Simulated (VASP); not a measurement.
A run of VASP 6.6.1:

INCAR

```
SYSTEM = H13O6F
PREC = Accurate
ENCUT = 520
EDIFF = 1E-6
ISMEAR = -1
SIGMA = 0.05
LREAL = Auto
LASPH = .TRUE.
NELM = 100
ALGO = Fast
ISIF = 2
LWAVE = .FALSE.
LCHARG = .FALSE.
NBANDS = 44
```

Contents of KPOINTS:

```
Automatic mesh
0
G
  1 1 1
  0 0 0
```

The input POSCAR:

```
H13O6F
1.0
    5.9814240000      0.0000000000      0.0000000000
    0.0000000000      5.9814240000      0.0000000000
    0.0000000000      0.0000000000      5.9814240000
O H F
6 13 1
Direct
    0.4931768756      0.3352211781      0.9663250758
    0.1846215884      0.1736710188      0.2282566827
    0.3502008886      0.7664730004      0.8444978988
    0.8264921530      1.0034567019      0.6613642504
    0.8246029708      0.4587536346      0.1902556983
    0.9812880679      0.8513858907      0.0405923406
    0.6399145087      0.3821999577      1.0543977488
    0.5551688026      0.2384382047      0.8493629611
    0.3099596350      0.2187773346      0.1211250030
    0.2690830812      0.0991737085      0.3549322034
    0.4103203518      0.6088182346      0.8781353738
    0.2008551810      0.7934231046      0.9383718660
    0.8731700010      1.1294300488      0.5732581405
    0.6852047272      0.9697857901      0.5715528610
    0.8628881684      0.6143185970      0.1505159975
    0.9758044238      0.3888538916      0.2023932762
    1.0711328941      0.9888113600      0.1054932738
    0.8843044733      0.8885843906     -0.0937235013
    0.3697614481      0.8410873397      0.6774139402
    0.4379057562      0.9748013182      0.5098117104
```

Potentials or basis: VASP PAW LDA potentials, release 64 (O, H, F).

The run is started by

```sh
$ cat potpaw_LDA.64/O/POTCAR potpaw_LDA.64/H/POTCAR potpaw_LDA.64/F/POTCAR > POTCAR
$ mpirun -np 1 vasp_gam > vasp.out
```

Hardware: 1 thread of Intel(R) Xeon(R) Platinum 8259CL CPU @ 2.50GHz (Skylake/Cascade Lake), with other jobs on the host.

Q: How long does it take, and how much memory?

A: Run time: 15 s on 1 thread of Intel(R) Xeon(R) Platinum 8259CL CPU @ 2.50GHz (Skylake/Cascade Lake), on a shared host, peak memory 0.25 GiB. Counts: scf iterations 16, k points 1.
